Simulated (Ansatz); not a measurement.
In2O3:

```xyz
10
Lattice="2.7435 1.5840 4.8367 -2.7435 1.5840 4.8367 0.0000 -3.1679 4.8367" Properties=species:S:1:pos:R:3 pbc="T T T"
In    0.0000    0.0000   12.4396
In    0.0000    0.0000    9.3254
In    0.0000    0.0000    2.0704
In    0.0000    0.0000    5.1846
O    -1.9259   -0.1679    6.0458
O     0.8176    1.7519    6.0458
O     1.1084   -1.5840    6.0458
O     1.9259    0.1679    8.4642
O    -0.8176   -1.7519    8.4642
O    -1.1084    1.5840    8.4642
```

- Program: Ansatz 0.2.0
- Task: relaxation of cell and atoms
- Functional: PBE
- Dispersion: D3(BJ)
- Potentials or basis: Ansatz PAW
- Cutoff: 420 eV (not typed: the program's choice for these potentials)
- k mesh: 6 × 6 × 6
- Occupations: fermi-dirac, width 0.05 eV
- Spin: no spin polarisation

At the start: volume 12.61 Å³/atom.

Q: How do energy, volume and symmetry change on relaxing?

A: It ends after 8 steps and the volume is 13.01 Å³/atom (+3.1 %); space group R-3c (No. 167, to 0.05 Å).

The path:
| step | energy change (eV) | largest force (eV/Å) | volume (Å³) |
| --- | --- | --- | --- |
| 1 | 0.0000 | 0.1197 | 126.11 |
| 2 | -0.0498 | 0.0650 | 130.16 |
| 3 | -0.0515 | 0.0320 | 129.90 |
| 4 | -0.0520 | 0.0149 | 129.86 |
| 5 | -0.0521 | 0.0066 | 129.87 |
| 6 | -0.0711 | 0.0079 | 129.87 |
| 7 | -0.0704 | 0.0009 | 130.06 |
| 8 | -0.0711 | 0.0010 | 130.06 |

Final structure:
```
In O
1.0
     2.77519    1.60226    4.87497
    -2.77519    1.60226    4.87497
     0.00000   -3.20451    4.87497
In O
4 6
Direct
  0.85763 0.85763 0.85763
  0.64237 0.64237 0.64237
  0.14237 0.14237 0.14237
  0.35763 0.35763 0.35763
  0.04638 0.75000 0.45362
  0.75000 0.45362 0.04638
  0.45362 0.04638 0.75000
  0.95362 0.25000 0.54638
  0.25000 0.54638 0.95362
  0.54638 0.95362 0.25000
```

Caveat: the plane-wave basis is chosen anew once the cell has moved, so the energies of steps on either side of that aren't comparable; the pressure holds a Pulay correction of +0.7 GPa for the finite cutoff.
